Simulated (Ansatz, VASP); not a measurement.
# One calculation of TiC, two programs

```xyz
2
Lattice="0.0000 2.1215 2.1215 2.1215 0.0000 2.1215 2.1215 2.1215 0.0000" Properties=species:S:1:pos:R:3 pbc="T T T"
Ti    0.0000    0.0000    0.0000
C     2.1215    2.1215    2.1215
```

Change from the starting cell: volume scaled by 0.94.

Alike in both runs: task single point; functional PBEsol; k mesh 11 × 11 × 11; occupations fermi-dirac, width 0.05 eV; no spin polarisation.

```csv
,VASP,Ansatz
version,VASP 6.6.1,Ansatz 0.2.0
potentials or method,"VASP PAW PBE potentials, release 64 (Ti_sv, C), cutoff 520 eV","all-electron LAPW, scalar-relativistic"
```

|  | VASP | Ansatz | Ansatz less VASP |
| --- | --- | --- | --- |
| gap on the k mesh at the Fermi level (eV) | none | none | - |
| pressure (GPa) | 10.2 | 10.2 | -0.09 |

A gap of «none» marks a metal or a gap that the smearing closes. Ansatz ran all-electron here, so the differences hold the error of VASP's frozen core and of both bases.

Caveats: the PAW data sets were made with another functional, which shifts forces and pressure a little (VASP).
